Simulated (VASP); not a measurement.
# AgCl (Chlorargyrite) (Fm-3m) in VASP: notebook

The runs below take AgCl (Chlorargyrite) through single point, relaxation of cell and atoms, with PBE.

All numbers are computed with VASP 6.6.1; they aren't measurements. Logs are shortened: lines on timing, memory, paths and dates and some standing lists are left out, and cuts for length are marked.

## (1) The undisturbed crystal

Symmetry: Fm-3m, No. 225, cubic system. The conventional cell has a = 5.611 Å, b = 5.611 Å, c = 5.611 Å, α = 90.00°, β = 90.00°, γ = 90.00°. Ag (site symmetry m-3m) is surrounded by 6 Cl at 2.81 Å. Around Cl (site symmetry m-3m) lie 6 Ag at 2.81 Å.

## (2) Single point, PBE (cell and atoms relaxed tightly for response)

Contents of INCAR:

```
SYSTEM = AgCl
ALGO = Fast
EDIFF = 1E-7
ENCUT = 520
GGA = PE
ISIF = 2
ISMEAR = 0
LASPH = .TRUE.
LCHARG = .FALSE.
LREAL = .FALSE.
LWAVE = .FALSE.
NBANDS = 16
NELM = 80
PREC = Accurate
SIGMA = 0.01
```

Contents of KPOINTS:

```
k-points
0
G
  8 8 8
  0 0 0
```

Contents of POSCAR:

```
AgCl
1.0
    0.0000000000      2.8058183335      2.8058183335
    2.8058183335      0.0000000000      2.8058183335
    2.8058183335      2.8058183335      0.0000000000
Ag Cl
1 1
Direct
    0.0000000000      0.0000000000      0.0000000000
    0.5000000000      0.5000000000      0.5000000000
```

Potentials or basis: VASP PAW PBE potentials, release 64 (Ag, Cl).

On the command line:

```bash
cat potpaw_PBE.64/Ag/POTCAR potpaw_PBE.64/Cl/POTCAR > POTCAR
mpirun -np 1 vasp_std > vasp.out
```

OUTCAR:

```text
SYSTEM = AgCl
   EDIFF = 1E-7
   ENCUT = 520
   GGA = PE
   ISIF = 2
   ISMEAR = 0
   LASPH = .TRUE.
   LREAL = .FALSE.
   NELM = 80
   PREC = Accurate

 ion  position               nearest neighbor table
   1  0.000  0.000  0.000-   2 2.81   2 2.81   2 2.81   2 2.81   2 2.81   2 2.81
   2  0.500  0.500  0.500-   1 2.81   1 2.81   1 2.81   1 2.81   1 2.81   1 2.81

  LATTYP: Found a face centered cubic cell.
 ALAT       =     5.6116366670

  Lattice vectors:

 A1 = (   0.0000000000,   2.8058183335,   2.8058183335)
 A2 = (   2.8058183335,   0.0000000000,   2.8058183335)
 A3 = (   2.8058183335,   2.8058183335,   0.0000000000)

Analysis of symmetry for initial positions (statically):
=====================================================================
 Subroutine PRICEL returns:
 Original cell was already a primitive cell.

 Routine SETGRP: Setting up the symmetry group for a
 face centered cubic supercell.

 Subroutine GETGRP returns: Found 48 space group operations
 (whereof 48 operations were pure point group operations)
 out of a pool of 48 trial point group operations.

The static configuration has the point symmetry O_h .

Analysis of symmetry for dynamics (positions and initial velocities):
=====================================================================
 Subroutine PRICEL returns:
 Original cell was already a primitive cell.

 Routine SETGRP: Setting up the symmetry group for a
 face centered cubic supercell.

 Subroutine GETGRP returns: Found 48 space group operations
 (whereof 48 operations were pure point group operations)
 out of a pool of 48 trial point group operations.

The dynamic configuration has the point symmetry O_h .

 Subroutine INISYM returns: Found 48 space group operations
 (whereof 48 operations are pure point group operations),
 and found     1 'primitive' translations

----------------------------------------------------------------------------------------

                                     Primitive cell

  volume of cell :      44.1783

  direct lattice vectors                    reciprocal lattice vectors
     0.000000000  2.805818333  2.805818333    -0.178201131  0.178201131  0.178201131
     2.805818333  0.000000000  2.805818333     0.178201131 -0.178201131  0.178201131
     2.805818333  2.805818333  0.000000000     0.178201131  0.178201131 -0.178201131

  length of vectors
     3.968026341  3.968026341  3.968026341     0.308653413  0.308653413  0.308653413
[... 81 lines left out ...]
   EDIFF  = 0.1E-06   stopping-criterion for ELM
   LREAL  =      F    real-space projection
   EDIFFG = 0.1E-05   stopping-criterion for IOM
   NSW    =      0    number of steps for IOM
   IBRION =     -1    ionic relax: 0-MD 1-quasi-New 2-CG
   NFREE  =      0    steps in history (QN), initial steepest desc. (CG)
   ISIF   =      2    stress and relaxation
   ISYM   =      2    0-nonsym 1-usesym 2-fastsym
   POTIM  = 0.5000    time-step for ionic-motion
   TEBEG  =    0.0;   TEEND  =   0.0 temperature during run
   PSTRESS=    0.0 pullay stress
   NELECT =      18.0000    total number of electrons
   NUPDOWN=      -1.0000    fix difference up-down
   EMIN   =  10.00;   EMAX   =-10.00  energy-range for DOS
   EFERMI =   0.00;   METHOD = LEGACY
   ISMEAR =     0;   SIGMA  =   0.01  broadening in eV -4-tet -1-fermi 0-gaus
   EFERMI_NEDOS =   21; number of points for ismear=-14 and -15
   IALGO  =     68    algorithm
   IMIX   =      4    mixing-type and parameters
     AMIX     =   0.40;   BMIX     =  1.00
     AMIX_MAG =   1.60;   BMIX_MAG =  1.00
  volume/ion in A,a.u.               =      22.09       149.06
  Fermi-wavevector in a.u.,A,eV,Ry     =   1.213657  2.293480 20.040897  1.472964
  Thomas-Fermi vector in A             =   2.349102
   LORBIT       =      0    0 simple, 1 ext, 2 COOP (PROOUT), +10 PAW based schemes
   GGA     = PE    functional components
   LHFCALC =     F    Hartree Fock is set to
   AEXX    =    0.0000 exact exchange contribution
   IVDW    =     0    specifies the selected vdW correction
   LEPSILON=     F    determine dielectric tensor
   LRPA    =     F    only Hartree local field effects (RPA)
 non-spin polarized calculation
 RMM-DIIS sequential band-by-band and
 Gauss-broadening in eV      SIGMA  =   0.01
  energy-cutoff  :      520.00
  volume of cell :       44.18
 maximum number of plane-waves:      1243
 NGX is ok and might be reduce to    30
   NGX = 15   NGY = 15   NGZ = 15

 number of electron      17.9999995 magnetization

 Free energy of the ion-electron system (eV)
  ---------------------------------------------------
  ext. energy  EPLUGINS =         0.00000000
  ---------------------------------------------------
  free energy    TOTEN  =        -5.40121675 eV

  energy without entropy =       -5.40121675  energy(sigma->0) =       -5.40121675

 E-fermi :   3.4452     XC(G=0):  -9.7817

 val. band max:        3.3797566755   @ k =   0.5000   0.0000   0.0000
 cond. band min:       4.3001740164   @ k =   0.0000   0.0000   0.0000
 fundamental gap:      0.9204173409
 Fermi energy:         3.4452180507

 k-point     1 :       0.0000    0.0000    0.0000
  band No.  band energies     occupation
      1     -11.5374      2.00000
      2       1.0764      2.00000
      3       1.0764      2.00000
      4       1.0764      2.00000
      5       1.1155      2.00000
      6       1.1155      2.00000
[... 433 lines left out ...]
      3      -0.4752      2.00000
      4      -0.4389      2.00000
      5       1.3512      2.00000
      6       1.4141      2.00000
[... 8 lines left out ...]
     15      16.7982      0.00000
     16      18.2476      0.00000

 [... further k-points ...]

------------------------ aborting loop because EDIFF is reached ----------------------------------------

  FORCE on cell =-STRESS in cart. coord.  units (eV):
  Direction    XX          YY          ZZ          XY          YZ          ZX
  --------------------------------------------------------------------------------------
  -------------------------------------------------------------------------------------
  Total       -0.0353959     -0.0353959     -0.0353959     -0.0000000      0.0000000     -0.0000000
  in kB       -1.2836728     -1.2836728     -1.2836728     -0.0000000      0.0000000     -0.0000000
  external PRESSURE =      -1.2836728 kB  Pullay stress =       0.0000000 kB

 VOLUME and BASIS-vectors are now :
 -----------------------------------------------------------------------------
  energy-cutoff  :      520.00
  volume of cell :       44.18
      direct lattice vectors                 reciprocal lattice vectors
     0.000000000  2.805818333  2.805818333    -0.178201131  0.178201131  0.178201131
     2.805818333  0.000000000  2.805818333     0.178201131 -0.178201131  0.178201131
     2.805818333  2.805818333  0.000000000     0.178201131  0.178201131 -0.178201131

 POSITION                                       TOTAL-FORCE (eV/Angst)
 -----------------------------------------------------------------------------------
      0.00000      0.00000      0.00000         0.000000     -0.000000     -0.000000
      2.80582      2.80582      2.80582        -0.000000      0.000000      0.000000
 -----------------------------------------------------------------------------------
    total drift:                               -0.000000      0.000000      0.000000

  FREE ENERGIE OF THE ION-ELECTRON SYSTEM (eV)
  ---------------------------------------------------
  free  energy   TOTEN  =        -5.4012167484 eV

  energy  without entropy=       -5.4012167484  energy(sigma->0) =       -5.40121675
```

OSZICAR:

```text
N       E                     dE             d eps       ncg     rms          rms(c)
DAV:   1     0.101820710128E+03    0.10182E+03   -0.85753E+03   928   0.101E+03
DAV:   2    -0.177497399920E+01   -0.10360E+03   -0.95552E+02  1144   0.223E+02
DAV:   3    -0.556499467617E+01   -0.37900E+01   -0.37802E+01  1208   0.449E+01
DAV:   4    -0.559169097642E+01   -0.26696E-01   -0.26694E-01  1160   0.407E+00
DAV:   5    -0.559206397732E+01   -0.37300E-03   -0.37300E-03  1208   0.471E-01    0.558E+00
RMM:   6    -0.540896191610E+01    0.18310E+00   -0.27426E-01   948   0.290E+00    0.389E+00
RMM:   7    -0.540127175695E+01    0.76902E-02   -0.45079E-02   989   0.121E+00    0.172E+00
RMM:   8    -0.540099453965E+01    0.27722E-03   -0.36747E-03  1045   0.478E-01    0.391E-01
RMM:   9    -0.540115659778E+01   -0.16206E-03   -0.89587E-04  1074   0.257E-01    0.647E-02
RMM:  10    -0.540121014453E+01   -0.53547E-04   -0.21902E-04  1072   0.105E-01    0.402E-02
RMM:  11    -0.540121532608E+01   -0.51815E-05   -0.61395E-05  1032   0.643E-02    0.369E-03
RMM:  12    -0.540121654785E+01   -0.12218E-05   -0.99497E-06  1072   0.228E-02    0.447E-03
RMM:  13    -0.540121676538E+01   -0.21753E-06   -0.12626E-06  1024   0.817E-03    0.400E-03
RMM:  14    -0.540121674841E+01    0.16968E-07   -0.68544E-07   993   0.594E-03
   1 F= -.54012167E+01 E0= -.54012167E+01  d E =-.216182E-22
```

Run time: 18 s. Hardware: 1 thread of Intel Xeon Platinum 8488C (Sapphire Rapids), shared host; peak memory 0.17 GiB.

Results:

```
Free energy            : -5.4012 eV
Pressure               : -0.1 GPa
Band gap on the k mesh : 0.92 eV, indirect (least direct gap 3.08 eV)
```

A k mesh can miss the band edges.

## (3) Relaxation of cell and atoms, PBE (cell and atoms relaxed tightly for response)

Contents of INCAR:

```
SYSTEM = AgCl
PREC     = Accurate       ! precision mode
ENCUT    = 600            ! plane-wave cutoff, eV
EDIFF    = 1E-7           ! SCF threshold, eV
ISMEAR   = 0              ! smearing method
SIGMA    = 0.01           ! smearing width, eV
LREAL    = .FALSE.        ! projectors in reciprocal space
LASPH    = .TRUE.         ! aspherical terms in the spheres
NELM     = 60             ! most SCF steps
ALGO     = Normal         ! electronic algorithm
ISIF     = 3              ! what is computed and relaxed
LWAVE    = .FALSE.        ! write WAVECAR
LCHARG   = .FALSE.        ! write CHGCAR
GGA      = PE             ! functional
IBRION   = 2              ! ionic algorithm
NSW      = 80             ! ionic steps
EDIFFG   = -0.001         ! ionic threshold
```

Contents of KPOINTS:

```
regular mesh
0
G
  8 8 8
  0 0 0
```

Contents of POSCAR:

```
AgCl
1.0
    0.0000000000      2.8053419116      2.8053419116
    2.8053419116      0.0000000000      2.8053419116
    2.8053419116      2.8053419116      0.0000000000
Ag Cl
1 1
Direct
    0.0000000000      0.0000000000      0.0000000000
    0.5000000000      0.5000000000      0.5000000000
```

Potentials or basis: VASP PAW PBE potentials, release 64 (Ag, Cl).

On the command line:

```bash
cat potpaw_PBE.64/Ag/POTCAR potpaw_PBE.64/Cl/POTCAR > POTCAR
mpirun -np 1 vasp_std > vasp.out
```

Wall time 24 s (1 thread of Intel Xeon Platinum 8488C (Sapphire Rapids), shared host); peak memory 0.19 GiB.

It converged, with:

| Quantity | Value |
| --- | --- |
| Free energy | -5.4013 eV |
| Relaxed volume | 22.04 Å³/atom |
| Relaxed cell | a = 3.965 Å, b = 3.965 Å, c = 3.965 Å, α = 60.00°, β = 60.00°, γ = 60.00° |
| Space group after relaxing (to 0.05 Å) | Fm-3m (No. 225) |
| Energy gained by relaxing | 0.0 meV/atom |
| Ionic steps | 3 |
| Pressure after relaxing | 0.0 GPa |
| Band gap on the k mesh | 0.92 eV, indirect (least direct gap 3.08 eV) |

Final structure:
```cif
data_structure
_symmetry_space_group_name_H-M 'P 1'
_symmetry_Int_Tables_number 1
_cell_length_a 3.9650
_cell_length_b 3.9650
_cell_length_c 3.9650
_cell_angle_alpha 60.000
_cell_angle_beta 60.000
_cell_angle_gamma 60.000
_cell_volume 44.08
loop_
_atom_site_label
_atom_site_type_symbol
_atom_site_fract_x
_atom_site_fract_y
_atom_site_fract_z
_atom_site_occupancy
Ag1 Ag 0.00000 0.00000 0.00000 1
Cl1 Cl 0.50000 0.50000 0.50000 1
```

Levels at points of the mesh, in eV from the valence-band top:
```
           k point  band 5  band 6  band 7  band 8  band 9  band 10  band 11  band 12  band 13
(0.00, 0.00, 0.00)   -2.27   -2.27   -2.19   -2.19   -2.19     0.92    10.87    10.87    10.87
(0.50, 0.00, 0.00)   -1.98   -1.98   -1.68    0.00    0.00     4.33     6.36     7.73     7.73
(0.50, 0.50, 0.00)   -2.61   -2.10   -1.86   -1.86   -1.80     2.44     8.07     8.53    11.35
```

A k mesh can miss the band edges.
